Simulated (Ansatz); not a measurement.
Input of an Ansatz 0.2.0 run:

File input.yaml:

```yaml
crystal:
  lattice:
    - [0.0, 2.5450727058, 2.5450727058]
    - [2.5450727058, 0.0, 2.5450727058]
    - [2.5450727058, 2.5450727058, 0.0]
  atoms:
    - { symbol: Zr, position: [0.0, 0.0, 0.0] }
    - { symbol: O, position: [0.75, 0.75, 0.75] }
    - { symbol: O, position: [0.25, 0.25, 0.25] }
hamiltonian:
  xc: pbe
  pseudopotentials: { kind: paw }
kpoints:
  mp_grid: { grid: [9, 9, 9] }
scf:
  occupations: { method: fermi_dirac, width: 0.05 }
output:
  forces: true
  stress: true
  eigenvalues: true
```

Potentials or basis: Ansatz PAW.

The run is started by

```bash
$ ansatz run input.yaml --threads 2 --pin off --max-ram 5120MiB --backend cpu --events-out ev --progress --plain --runs-dir out
```

**Question.** Estimate the band gap on the k mesh.

**Answer.** 3.41 eV, indirect (least direct gap 3.89 eV).

**Question.** Estimate the pressure.

**Answer.** 3.7 GPa.

Caveat: odd divisions of the mesh miss points on the zone boundary, where band edges often lie, so the gap on the mesh can be too wide; the pressure holds a Pulay correction of +0.7 GPa for the finite cutoff. A k mesh can miss the band edges.
